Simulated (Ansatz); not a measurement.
# Te2Mo: experiment and calculation

**Measured values to compare with.**

“MBE growth of 2H-MoTe2 and 1T'-MoTe2 on 3D substrates”, 2017, arxiv:1705.00651 quotes, for a bulk crystal of Te2Mo: lattice constant a 3.52085 Å; lattice constant c 13.9664 Å.

“Surface transport and band gap structure of exfoliated 2H-MoTe2 crystals”, 2014, arxiv:1407.1219 reports, for a bulk crystal of Te2Mo at 77 K: band gap 0.96 ± 0.02 eV (indirect).

The results are compared with them further down.

Computed with Ansatz, DFT PBE+D3(BJ), scalar-relativistic, plane waves, PAW.

Settings: cutoff 420 eV, Γ-centred mesh 12×12×2 on the computed 6-atom cell, Gaussian smearing of 0.02 eV; no spin polarisation.

Relaxed structure, symmetry kept:

```
Te Mo
1.0
     3.49640    0.00000    0.00000
    -1.74820    3.02797    0.00000
     0.00000    0.00000   13.70084
Te Mo
4 2
Direct
  0.33333 0.66667 0.61734
  0.66667 0.33333 0.11734
  0.33333 0.66667 0.88266
  0.66667 0.33333 0.38266
  0.33333 0.66667 0.25000
  0.66667 0.33333 0.75000
```

```json
{"Space group": "P6_3/mmc (No. 194)", "Volume per atom": "24.18 Å³", "Kohn–Sham band gap": "0.60 eV", "Löwdin character of the top 1 eV of the valence band": "Mo 4d 55 %, Te 5p 41 %", "Löwdin character of the lowest 1 eV of the conduction band": "Mo 4d 69 %, Te 5p 24 %", "Bader charges (e)": "Te (4 in the cell) -0.29, Mo (2 in the cell) 0.58"}
```

Spin-orbit coupling is left out, which matters for the bands of heavy elements.

Measured lattice constant a of Te2Mo: 3.52085 Å (quoted in the paper above). This calculation gives 3.496 Å (-0.7 %). A measured lattice constant c of Te2Mo is 13.9664 Å (quoted in the paper above); the calculated 13.701 Å misses it by -1.9 %. The calculation is for 0 K without zero-point motion. A measured band gap of Te2Mo is 0.96 eV (indirect; 77 K; the paper above); the calculated 0.60 eV misses it by -0.36 eV. 2 values of this kind are on record (0.88 to 0.96 eV); this one was drawn at random among those near their median, those with a stated uncertainty first. Kohn–Sham gaps of semilocal functionals fall short of measured ones as a rule; spin-orbit coupling, left out here, would usually lower the calculated gap of a compound with heavy elements.